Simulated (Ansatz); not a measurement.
# Rhodium, diamond under m-r²SCAN: from relaxation to bulk modulus, part 2 of 2

Aim: take rhodium in the diamond structure, relax it, solve it on a dense k-mesh, then scale the cell to 7 volumes from 88 to 112 % of the relaxed one and try a fit of the equation of state. The start is ferromagnetic. The k-meshes are 10×10×10 for the relaxation; 16×16×16 for the dense run; 16×16×16 for the volumes.

Ansatz 0.2.0; DFT, m-r2SCAN, plane waves (500 eV) with PAW, scalar-relativistic. The steps go on from the part before.

## (5) At 92 % of the relaxed volume

This is Rh in the diamond structure; at room conditions it is fcc.

input.yaml reads:

```yaml
crystal:
  lattice:
    - [0.0, 2.6562780643, 2.6562780643]
    - [2.6562780643, 0.0, 2.6562780643]
    - [2.6562780643, 2.6562780643, 0.0]
  atoms:
    - { symbol: Rh, position: [0.125, 0.125, 0.125], spin: 1.0 }
    - { symbol: Rh, position: [0.875, 0.875, 0.875], spin: 1.0 }
hamiltonian:
  xc: mr2scan
  pseudopotentials:
    kind: paw
    azcp:
      Rh: "pseudopotentials/Rh.paw.azcp"
basis:
  ecutwfc: 500
  fft_grid_basis: typed
kpoints:
  mp_grid: { grid: [16, 16, 16], shift: [0, 0, 0] }
magnetization:
  spin_polarized: true
scf:
  occupations: { method: fermi_dirac, width: 0.05 }
output:
  stress: true
```

What it wrote, cut to the lines that bear on the results:

```text
Warning: RAYON_NUM_THREADS=2 ignored (pool sized by the plan → 2); use --threads N
[...]
Pseudopotentials: kind: paw
Pseudopotential: Rh, paw, valence charge 17, recommended cutoff 500 eV (meta_gga), <dir>
Functional definition: m-r2SCAN
[...]
Crystal: 2 atoms, lattice volume = 37.484 Å³
Basis set: ecut = 500 eV, 941 PW (Γ), exchange–correlation on 120×120×120 points (64 copies of the dense FFT grid, shifted against one another)
Bands: 22, of which v1, the nominal top of the filled ones, is band 17 counted from 1 (16 counted from 0)
Symmetry: 48 space group operations
Space group: Fd-3m (ITA 227), of the structure as read, at distance tolerance 3.3e-5 Å
Magnetic group: BNS 227.128 (UNI 1630), of the structure as read, at distance tolerance 3.3e-5 Å
k-points: 145 of 4096
[...]
Starting moments: Σ|m| = 2 μB on 2 of 2 sites
[...]
WARN: the starting moments were not kept: the SCF closed with an absolute magnetisation of 3.0e-6 μB, where they sum to 2 μB in size (2 sites). That is at most 0.1 of that sum. Measured as dr2_m measures the in/out step, that magnetisation stands 1.0e-12 eV from none, at or under the [...]
this state was not tested for a lower state beside it, because the mixer in use, unlike msr1, does not test its closes by its own steps (another_mixer; see scf.mixing.algorithm and scf.lower_state_search)
SCF converged after 17 iterations
Magnetization: -0.0000 μB (17.0000 up, 17.0000 down)
Absolute magnetization: 0.0000 μB (∫|ρ↑−ρ↓|, with the PAW one-centre terms)
Spin contamination: 0.0000 ħ² per cell (⟨S²⟩ above its minimum at these occupations)
Per-site moments (μB) at R_I (Å): [(4.823985845321007e-7, 0.9489167668196512), (4.823985844909577e-7, 0.9489167668196512)]
Free energy (F): -12828.177967 eV
[...]
E sigma→0 (E₀):  -12828.167220 eV
Entropy (-TS):   -0.021493 eV (-10.747 meV/atom)
Fermi energy:    15.430655 eV
[...]
--- Stress (GPa, compression-positive) ---
       14.614715      -0.000000       0.000000
       -0.000000      14.614715       0.000000
        0.000000       0.000000      14.614715
  P = ⅓ Tr σ = 14.6147 GPa (146.147 kbar)
```

It took 23 s on 2 threads of an Arm CPU, shared host; peak memory 0.59 GiB.

## (6) At 96 % of the relaxed volume

Changes to input.yaml since step 5:

```diff
@@ -2,5 +2,5 @@
   lattice:
-    - [0.0, 2.6562780643, 2.6562780643]
-    - [2.6562780643, 0.0, 2.6562780643]
-    - [2.6562780643, 2.6562780643, 0.0]
+    - [0.0, 2.6942300213, 2.6942300213]
+    - [2.6942300213, 0.0, 2.6942300213]
+    - [2.6942300213, 2.6942300213, 0.0]
   atoms:
```

What it wrote, cut to the lines that bear on the results:

```text
Warning: RAYON_NUM_THREADS=2 ignored (pool sized by the plan → 2); use --threads N
[...]
[... 3 set-up lines as earlier in the session ...]
[...]
Crystal: 2 atoms, lattice volume = 39.114 Å³
Basis set: ecut = 500 eV, 965 PW (Γ), exchange–correlation on 120×120×120 points (64 copies of the dense FFT grid, shifted against one another)
Bands: 22, of which v1, the nominal top of the filled ones, is band 17 counted from 1 (16 counted from 0)
[... 2 set-up lines as earlier in the session ...]
Magnetic group: BNS 227.128 (UNI 1630), of the structure as read, at distance tolerance 3.4e-5 Å
k-points: 145 of 4096
[...]
Starting moments: Σ|m| = 2 μB on 2 of 2 sites
[...]
WARN: the starting moments were not kept: the SCF closed with an absolute magnetisation of 7.0e-6 μB, where they sum to 2 μB in size (2 sites). That is at most 0.1 of that sum. Measured as dr2_m measures the in/out step, that magnetisation stands 4.0e-12 eV from none, at or under the [...]
this state was not tested for a lower state beside it, because the mixer in use, unlike msr1, does not test its closes by its own steps (another_mixer; see scf.mixing.algorithm and scf.lower_state_search)
SCF converged after 20 iterations
Magnetization: 0.0000 μB (17.0000 up, 17.0000 down)
Absolute magnetization: 0.0000 μB (∫|ρ↑−ρ↓|, with the PAW one-centre terms)
Spin contamination: 0.0000 ħ² per cell (⟨S²⟩ above its minimum at these occupations)
Per-site moments (μB) at R_I (Å): [(-1.068753357211925e-6, 0.9624745523598518), (-1.0687533571427476e-6, 0.9624745523598518)]
Free energy (F): -12828.282750 eV
[...]
E sigma→0 (E₀):  -12828.271043 eV
Entropy (-TS):   -0.023414 eV (-11.707 meV/atom)
Fermi energy:    14.521184 eV
[...]
--- Stress (GPa, compression-positive) ---
        6.320795       0.000000      -0.000000
       -0.000000       6.320795      -0.000000
        0.000000       0.000000       6.320795
  P = ⅓ Tr σ = 6.3208 GPa (63.208 kbar)
```

Run time: 27 s. Hardware: 2 threads of an Arm CPU, shared host; peak memory 0.6 GiB.

## (7) At 100 % of the relaxed volume

Changes to input.yaml since step 6:

```diff
@@ -2,5 +2,5 @@
   lattice:
-    - [0.0, 2.6942300213, 2.6942300213]
-    - [2.6942300213, 0.0, 2.6942300213]
-    - [2.6942300213, 2.6942300213, 0.0]
+    - [0.0, 2.7311418687, 2.7311418687]
+    - [2.7311418687, 0.0, 2.7311418687]
+    - [2.7311418687, 2.7311418687, 0.0]
   atoms:
```

What it wrote, cut to the lines that bear on the results:

```text
Warning: RAYON_NUM_THREADS=2 ignored (pool sized by the plan → 2); use --threads N
[...]
[... 3 set-up lines as earlier in the session ...]
[...]
Crystal: 2 atoms, lattice volume = 40.744 Å³
Basis set: ecut = 500 eV, 1037 PW (Γ), exchange–correlation on 120×120×120 points (64 copies of the dense FFT grid, shifted against one another)
Bands: 22, of which v1, the nominal top of the filled ones, is band 17 counted from 1 (16 counted from 0)
[... 2 set-up lines as earlier in the session ...]
Magnetic group: BNS 227.128 (UNI 1630), of the structure as read, at distance tolerance 3.4e-5 Å
k-points: 145 of 4096
[...]
Starting moments: Σ|m| = 2 μB on 2 of 2 sites
[...]
WARN: the starting moments were not kept: the SCF closed with an absolute magnetisation of 1.1e-5 μB, where they sum to 2 μB in size (2 sites). That is at most 0.1 of that sum. Measured as dr2_m measures the in/out step, that magnetisation stands 1.2e-11 eV from none, at or under the [...]
this state was not tested for a lower state beside it, because the mixer in use, unlike msr1, does not test its closes by its own steps (another_mixer; see scf.mixing.algorithm and scf.lower_state_search)
SCF converged after 18 iterations
Magnetization: 0.0000 μB (17.0000 up, 17.0000 down)
Absolute magnetization: 0.0000 μB (∫|ρ↑−ρ↓|, with the PAW one-centre terms)
Spin contamination: 0.0000 ħ² per cell (⟨S²⟩ above its minimum at these occupations)
Per-site moments (μB) at R_I (Å): [(2.4049352548918065e-6, 0.9756607738488203), (2.4049352549768825e-6, 0.9756607738488203)]
Free energy (F): -12828.312592 eV
[...]
E sigma→0 (E₀):  -12828.299928 eV
Entropy (-TS):   -0.025329 eV (-12.664 meV/atom)
Fermi energy:    13.686880 eV
[...]
--- Stress (GPa, compression-positive) ---
       -0.189247      -0.000000      -0.000000
       -0.000000      -0.189247      -0.000000
        0.000000      -0.000000      -0.189247
  P = ⅓ Tr σ = -0.1892 GPa (-1.892 kbar)
```

Run time: 26 s. Hardware: 2 threads of an Arm CPU, shared host; peak memory 0.61 GiB.

## (8) At 104 % of the relaxed volume

Changes to input.yaml since step 7:

```diff
@@ -2,5 +2,5 @@
   lattice:
-    - [0.0, 2.7311418687, 2.7311418687]
-    - [2.7311418687, 0.0, 2.7311418687]
-    - [2.7311418687, 2.7311418687, 0.0]
+    - [0.0, 2.7670820674, 2.7670820674]
+    - [2.7670820674, 0.0, 2.7670820674]
+    - [2.7670820674, 2.7670820674, 0.0]
   atoms:
```

What it wrote, cut to the lines that bear on the results:

```text
Warning: RAYON_NUM_THREADS=2 ignored (pool sized by the plan → 2); use --threads N
[...]
[... 3 set-up lines as earlier in the session ...]
[...]
Crystal: 2 atoms, lattice volume = 42.374 Å³
Basis set: ecut = 500 eV, 1067 PW (Γ), exchange–correlation on 120×120×120 points (64 copies of the dense FFT grid, shifted against one another)
Bands: 22, of which v1, the nominal top of the filled ones, is band 17 counted from 1 (16 counted from 0)
[... 1 set-up line as earlier in the session ...]
Space group: Fd-3m (ITA 227), of the structure as read, at distance tolerance 3.5e-5 Å
Magnetic group: BNS 227.128 (UNI 1630), of the structure as read, at distance tolerance 3.5e-5 Å
k-points: 145 of 4096
[...]
Starting moments: Σ|m| = 2 μB on 2 of 2 sites
[...]
WARN: the starting moments were not kept: the SCF closed with an absolute magnetisation of 2.3e-6 μB, where they sum to 2 μB in size (2 sites). That is at most 0.1 of that sum. Measured as dr2_m measures the in/out step, that magnetisation stands 1.2e-12 eV from none, at or under the [...]
this state was not tested for a lower state beside it, because the mixer in use, unlike msr1, does not test its closes by its own steps (another_mixer; see scf.mixing.algorithm and scf.lower_state_search)
SCF converged after 20 iterations
Magnetization: -0.0000 μB (17.0000 up, 17.0000 down)
Absolute magnetization: 0.0000 μB (∫|ρ↑−ρ↓|, with the PAW one-centre terms)
Spin contamination: 0.0000 ħ² per cell (⟨S²⟩ above its minimum at these occupations)
Per-site moments (μB) at R_I (Å): [(-9.064904307143842e-7, 0.9884998879489653), (-9.064904307260307e-7, 0.9884998879489653)]
Free energy (F): -12828.283691 eV
[...]
E sigma→0 (E₀):  -12828.269982 eV
Entropy (-TS):   -0.027419 eV (-13.709 meV/atom)
Fermi energy:    12.919696 eV
[...]
--- Stress (GPa, compression-positive) ---
       -5.283869      -0.000000       0.000000
       -0.000000      -5.283869      -0.000000
        0.000000      -0.000000      -5.283869
  P = ⅓ Tr σ = -5.2839 GPa (-52.839 kbar)
```

Run time: 30 s. Hardware: 2 threads of an Arm CPU, shared host; peak memory 0.61 GiB.

## (9) At 108 % of the relaxed volume

Changes to input.yaml since step 8:

```diff
@@ -2,5 +2,5 @@
   lattice:
-    - [0.0, 2.7670820674, 2.7670820674]
-    - [2.7670820674, 0.0, 2.7670820674]
-    - [2.7670820674, 2.7670820674, 0.0]
+    - [0.0, 2.8021121414, 2.8021121414]
+    - [2.8021121414, 0.0, 2.8021121414]
+    - [2.8021121414, 2.8021121414, 0.0]
   atoms:
```

What it wrote, cut to the lines that bear on the results:

```text
Warning: RAYON_NUM_THREADS=2 ignored (pool sized by the plan → 2); use --threads N
[...]
[... 3 set-up lines as earlier in the session ...]
[...]
Crystal: 2 atoms, lattice volume = 44.003 Å³
Basis set: ecut = 500 eV, 1139 PW (Γ), exchange–correlation on 120×120×120 points (64 copies of the dense FFT grid, shifted against one another)
Bands: 22, of which v1, the nominal top of the filled ones, is band 17 counted from 1 (16 counted from 0)
[... 2 set-up lines as earlier in the session ...]
Magnetic group: BNS 227.128 (UNI 1630), of the structure as read, at distance tolerance 3.5e-5 Å
k-points: 145 of 4096
[...]
Starting moments: Σ|m| = 2 μB on 2 of 2 sites
[...]
WARN: the starting moments were not kept: the SCF closed with an absolute magnetisation of 3.3e-6 μB, where they sum to 2 μB in size (2 sites). That is at most 0.1 of that sum. Measured as dr2_m measures the in/out step, that magnetisation stands 2.7e-12 eV from none, at or under the [...]
this state was not tested for a lower state beside it, because the mixer in use, unlike msr1, does not test its closes by its own steps (another_mixer; see scf.mixing.algorithm and scf.lower_state_search)
SCF converged after 21 iterations
Magnetization: 0.0000 μB (17.0000 up, 17.0000 down)
Absolute magnetization: 0.0000 μB (∫|ρ↑−ρ↓|, with the PAW one-centre terms)
Spin contamination: 0.0000 ħ² per cell (⟨S²⟩ above its minimum at these occupations)
Per-site moments (μB) at R_I (Å): [(1.4155053658651443e-6, 1.0010138732159), (1.4155053657996693e-6, 1.0010138732159)]
Free energy (F): -12828.208929 eV
[...]
E sigma→0 (E₀):  -12828.194090 eV
Entropy (-TS):   -0.029678 eV (-14.839 meV/atom)
Fermi energy:    12.213368 eV
[...]
--- Stress (GPa, compression-positive) ---
       -9.247501      -0.000000       0.000000
        0.000000      -9.247501       0.000000
        0.000000       0.000000      -9.247501
  P = ⅓ Tr σ = -9.2475 GPa (-92.475 kbar)
```

Wall time 34 s (2 threads of an Arm CPU, shared host); peak memory 0.62 GiB.

## (10) At 112 % of the relaxed volume

Changes to input.yaml since step 9:

```diff
@@ -2,5 +2,5 @@
   lattice:
-    - [0.0, 2.8021121414, 2.8021121414]
-    - [2.8021121414, 0.0, 2.8021121414]
-    - [2.8021121414, 2.8021121414, 0.0]
+    - [0.0, 2.8362876089, 2.8362876089]
+    - [2.8362876089, 0.0, 2.8362876089]
+    - [2.8362876089, 2.8362876089, 0.0]
   atoms:
```

What it wrote, cut to the lines that bear on the results:

```text
Warning: RAYON_NUM_THREADS=2 ignored (pool sized by the plan → 2); use --threads N
[...]
[... 3 set-up lines as earlier in the session ...]
[...]
Crystal: 2 atoms, lattice volume = 45.633 Å³
Basis set: ecut = 500 eV, 1139 PW (Γ), exchange–correlation on 120×120×120 points (64 copies of the dense FFT grid, shifted against one another)
Bands: 22, of which v1, the nominal top of the filled ones, is band 17 counted from 1 (16 counted from 0)
[... 1 set-up line as earlier in the session ...]
Space group: Fd-3m (ITA 227), of the structure as read, at distance tolerance 3.6e-5 Å
Magnetic group: BNS 227.128 (UNI 1630), of the structure as read, at distance tolerance 3.6e-5 Å
k-points: 145 of 4096
[...]
Starting moments: Σ|m| = 2 μB on 2 of 2 sites
[...]
WARN: the starting moments were not kept: the SCF closed with an absolute magnetisation of 5.4e-6 μB, where they sum to 2 μB in size (2 sites). That is at most 0.1 of that sum. Measured as dr2_m measures the in/out step, that magnetisation stands 3.3e-12 eV from none, at or under the [...]
this state was not tested for a lower state beside it, because the mixer in use, unlike msr1, does not test its closes by its own steps (another_mixer; see scf.mixing.algorithm and scf.lower_state_search)
SCF converged after 19 iterations
Magnetization: -0.0000 μB (17.0000 up, 17.0000 down)
Absolute magnetization: 0.0000 μB (∫|ρ↑−ρ↓|, with the PAW one-centre terms)
Spin contamination: 0.0000 ħ² per cell (⟨S²⟩ above its minimum at these occupations)
Per-site moments (μB) at R_I (Å): [(-1.7407872017283263e-6, 1.0132225627203992), (-1.7407872018030537e-6, 1.0132225627203992)]
Free energy (F): -12828.098603 eV
[...]
E sigma→0 (E₀):  -12828.082628 eV
Entropy (-TS):   -0.031950 eV (-15.975 meV/atom)
Fermi energy:    11.561389 eV
[...]
--- Stress (GPa, compression-positive) ---
      -12.310654       0.000000      -0.000000
        0.000000     -12.310654       0.000000
       -0.000000      -0.000000     -12.310654
  P = ⅓ Tr σ = -12.3107 GPa (-123.107 kbar)
```

It took 29 s on 2 threads of an Arm CPU, shared host; peak memory 0.63 GiB.

## (11) The equation of state

All volumes keep the relaxed shape and fractional coordinates.

```csv
V (Å³/atom),E − E₀ (meV/atom),P from the stress (GPa),P from the fit (GPa)
17.927,166.0,25.19,25.14
18.742,66.3,14.61,14.51
19.557,14.4,6.32,6.21
20.372,0.0,-0.19,-0.28
21.187,15.0,-5.28,-5.37
22.002,52.9,-9.25,-9.36
22.817,108.6,-12.31,-12.47
```

A third-order Birch-Murnaghan fit gives V₀ = 20.332 Å³/atom, B₀ = 145 GPa and B₀′ = 5.1; it misses no point by more than 0.06 meV/atom.

Fit and stress differ a little: one follows E(σ → 0), the other the smeared free energy.

## (12) Results

What follows sums up all 2 parts.

```
                      quantity                         value
space group (spins left aside)               Fd-3m (No. 227)
             conventional cell                   a = 5.462 Å
                        volume                20.372 Å³/atom
             shortest distance                       2.365 Å
               gap on the mesh  none (levels filled in part)
                magnetic state                  non-magnetic
               relative to fcc                +1124 meV/atom
                   V₀, B₀, B₀′  20.332 Å³/atom, 145 GPa, 5.1
```

**Reading.** From the guessed start the volume grew by 9.7 % in 5 steps. It lies 1124 meV/atom above the element's reference form at the same level (fcc, from a run of its own), so it is far from stable. The moments die out: the run ends non-magnetic. Levels at the Fermi energy are filled in part, as in a metal. The fitted modulus is 145 GPa. Relaxation kept the symmetry; phonons were not checked.
